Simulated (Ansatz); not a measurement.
# CuAu: what symmetry allows forces and stress to be

```xyz
2
Lattice="2.9052 0.0000 0.0000 0.0000 2.9052 0.0000 0.0000 0.0000 3.6978" Properties=species:S:1:pos:R:3 pbc="T T T"
Cu    1.4526    1.4526    2.1008
Au    0.0000    0.0000   -0.2519
```

Theory: DFT PBEsol, scalar-relativistic, plane waves, PAW (Ansatz).

Cutoff 420 eV; k points 16×16×12 on the computed 2-atom cell (Γ-centred); Gaussian smearing, width 0.10 eV; no spin polarisation.

This distorted cell has space group P4mm, with 8 operations.

Question: Without a calculation: in which directions can each atom feel a force?

Answer: A force must be left unchanged by every operation that keeps its atom in place, so it lies in the space that those operations leave fixed. Atoms that the group maps onto each other feel forces of one size.
| atom | site symmetry | operations at the site | equivalent to atom | allowed force (Cartesian) |
| --- | --- | --- | --- | --- |
| Cu1 | 4mm | 8 | 1 | along (0.00, 0.00, 1.00) |
| Au2 | 4mm | 8 | 2 | along (0.00, 0.00, 1.00) |

That leaves 2 independent force components of 6, tied by 1 condition that the forces sum to zero, so 1 remains. A relaxation in this cell that keeps the symmetry moves the atoms in these directions alone.

Question: And the stress tensor?

Answer: It must be invariant under the point group, which leaves 2 independent components: yz, xz, xy vanish; xx = yy.

Question: Do the computed values obey this?

Answer: Yes. Forces (eV/Å):
```
Cu1  0.000  0.000 -2.493
Au2  0.000  0.000  2.493
```

Stress (GPa, compression positive, xx yy zz yz xz xy): 6.30 6.30 0.01 0.00 0.00 0.00. The program imposes the same operations on density, forces and stress, so this confirms the analysis and is no independent test of the calculation.

Spin–orbit coupling is left out, which can shift energies with elements as heavy as these.